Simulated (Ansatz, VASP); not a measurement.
## B: VASP beside Ansatz

Contents of INCAR:

```
PREC = Accurate
ENCUT = 600
EDIFF = 1E-6
ISMEAR = 0
SIGMA = 0.1
LREAL = F
LASPH = T
NELM = 100
ALGO = Normal
ISIF = 3
LWAVE = F
LCHARG = F
GGA = PE
IBRION = 2
NSW = 90
EDIFFG = -0.04
```

KPOINTS

```
Automatic mesh
0
Gamma
  6 6 6
```

POSCAR

```
B
1.0
   -2.6280837100      2.6280837100      2.6280837100
    2.6280837100     -2.6280837100      2.6280837100
    2.6280837100      2.6280837100     -2.6280837100
B
8
Direct
    0.3253069500      0.0000000000      0.0000000000
    0.6746930500      0.6746930500      0.6746930500
    0.0000000000      0.3253069500      0.0000000000
    0.0000000000      0.0000000000      0.3253069500
    0.0000000000      0.6746930500      0.0000000000
    0.3253069500      0.3253069500      0.3253069500
    0.6746930500      0.0000000000      0.0000000000
    0.0000000000      0.0000000000      0.6746930500
```

Input for Ansatz:

```yaml
crystal:
  lattice:
    - [-2.62808371, 2.62808371, 2.62808371]
    - [2.62808371, -2.62808371, 2.62808371]
    - [2.62808371, 2.62808371, -2.62808371]
  atoms:
    - { symbol: B, position: [0.32530695, 0.0, 0.0] }
    - { symbol: B, position: [0.67469305, 0.67469305, 0.67469305] }
    - { symbol: B, position: [0.0, 0.32530695, 0.0] }
    - { symbol: B, position: [0.0, 0.0, 0.32530695] }
    - { symbol: B, position: [0.0, 0.67469305, 0.0] }
    - { symbol: B, position: [0.32530695, 0.32530695, 0.32530695] }
    - { symbol: B, position: [0.67469305, 0.0, 0.0] }
    - { symbol: B, position: [0.0, 0.0, 0.67469305] }
basis:
  ecutwfc: 420
kpoints:
  mp_grid: { grid: [6, 6, 6] }
hamiltonian:
  xc: pbe
scf:
  occupations: { method: gaussian, width: 0.1 }
  lower_state_search: "off"
output:
  forces: true
  stress: true
  eigenvalues: true
relax:
  adjacent_minimum: "off"
  f_tol: 0.04
  max_steps: 70
  cell: { stress_tol: 0.4 }
```

Alike in both runs: task relaxation of cell and atoms; functional PBE; k mesh 6 × 6 × 6; occupations gaussian, width 0.1 eV; no spin polarisation.

|  | VASP | Ansatz |
| --- | --- | --- |
| version | VASP 6.6.1 | Ansatz 0.2.0 |
| potentials or method | VASP PAW PBE potentials, release 64 (B) | scalar-relativistic, plane waves, PAW |
| plane-wave cutoff (eV) | 600 | 420 |
| valence electrons in the cell | 24 | 24 |

```csv
,VASP,Ansatz,Ansatz less VASP
"gap on the k mesh at the Fermi level, each at its own relaxed structure (eV)",none,none,-
relaxed volume (Å³/atom),9.90,9.88,-0.017
relaxed cell length with the largest relative difference (Å),4.686,4.683,-0.0027
energy change over the relaxation (meV/atom),-35,-36,-0.2
```

A gap of «none» marks a metal or a gap that the smearing closes.
